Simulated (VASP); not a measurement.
Hg:

```xyz
2
Lattice="3.4618 0.0000 0.0000 -1.7309 2.9980 0.0000 0.0000 0.0000 5.4875" Properties=species:S:1:pos:R:3 pbc="T T T"
Hg    0.0000    1.9987    1.3719
Hg    1.7309    0.9993    4.1157
```

```yaml
Program: VASP 6.6.1
Task: single point
Functional: PBE
Potentials_or_basis: VASP PAW PBE potentials, release 64 (Hg)
Cutoff: 520 eV
k_mesh: 9 × 9 × 5
Occupations: fermi-dirac, width 0.05 eV
Spin: no spin polarisation
```

On this cell: pressure 1.1 GPa; largest force under 0.003 eV/Å; band gap on the k mesh none (metal or under the smearing width).

The same run follows on a disturbed copy (atoms moved at random, drawn with an rms of 0.05 Å):

```
Hg
1.0
     3.46181    0.00000    0.00000
    -1.73090    2.99802    0.00000
     0.00000    0.00000    5.48755
Hg
2
Direct
  0.34198 0.67987 0.24162
  0.66938 0.33778 0.75372
```

What does the disturbed cell give?

The energy (extrapolated to zero smearing) moves by +1.6 meV/atom; pressure 1.1 GPa; largest force 0.098 eV/Å; band gap on the k mesh none (metal or under the smearing width).

Forces on the atoms (eV/Å):
```
Hg   0.000 -0.002  0.098
Hg   0.000  0.002 -0.098
```

Stress tensor (GPa, compression positive):
```
 1.00 -0.01  0.00
-0.01  1.06 -0.01
 0.00 -0.01  1.28
```
